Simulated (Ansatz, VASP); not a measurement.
## One calculation of CaO, two programs

INCAR

```
SYSTEM = CaO
ALGO = Normal ; EDIFF = 1E-7
ENCUT = 520 ; GGA = CA
ISIF = 2 ; ISMEAR = 0
LASPH = .True. ; LCHARG = .True.
LELF = .True. ; LREAL = .False.
LVHAR = .True. ; LWAVE = .False.
NBANDS = 15 ; NELM = 100
PREC = Accurate ; SIGMA = 0.05
```

Contents of KPOINTS:

```
k-points
0
Gamma
  8 8 8
  0 0 0
```

The input POSCAR:

```
CaO
1.0
    0.0000000000      2.4490000000      2.4490000000
    2.4490000000      0.0000000000      2.4490000000
    2.4490000000      2.4490000000      0.0000000000
Ca O
1 1
Direct
    0.0000000000      0.0000000000      0.0000000000
    0.5000000000      0.5000000000      0.5000000000
```

Input for Ansatz:

```yaml
crystal:
  lattice:
    - [0.0, 2.449, 2.449]
    - [2.449, 0.0, 2.449]
    - [2.449, 2.449, 0.0]
  atoms:
    - { symbol: Ca, position: [0.0, 0.0, 0.0] }
    - { symbol: O, position: [0.5, 0.5, 0.5] }
basis:
  ecutwfc: 420
kpoints:
  mp_grid: { grid: [8, 8, 8] }
hamiltonian:
  xc: lda
scf:
  occupations: { method: gaussian, width: 0.05 }
output:
  forces: true
  stress: true
  eigenvalues: true
```

Alike in both runs: task single point; functional LDA; k mesh 8 × 8 × 8; occupations gaussian, width 0.05 eV; no spin polarisation.

|  | VASP | Ansatz |
| --- | --- | --- |
| version | VASP 6.6.1 | Ansatz 0.2.0 |
| potentials or method | VASP PAW LDA potentials, release 64 (Ca_sv, O) | scalar-relativistic, plane waves, PAW |
| plane-wave cutoff (eV) | 520 | 420 |
| valence electrons in the cell | 16 | 16 |

VASP gave:

* gap on the k mesh at the Fermi level (eV): 3.48
* least direct gap on the mesh (eV): 3.86
* pressure (GPa): -11.2

Problem. Which values does Ansatz return?

Solution. gap on the k mesh at the Fermi level (eV): 3.50; least direct gap on the mesh (eV): 3.89; pressure (GPa): -11.8.

A k mesh can miss the band edges. As with any semilocal functional, this LDA gap is likely too small.
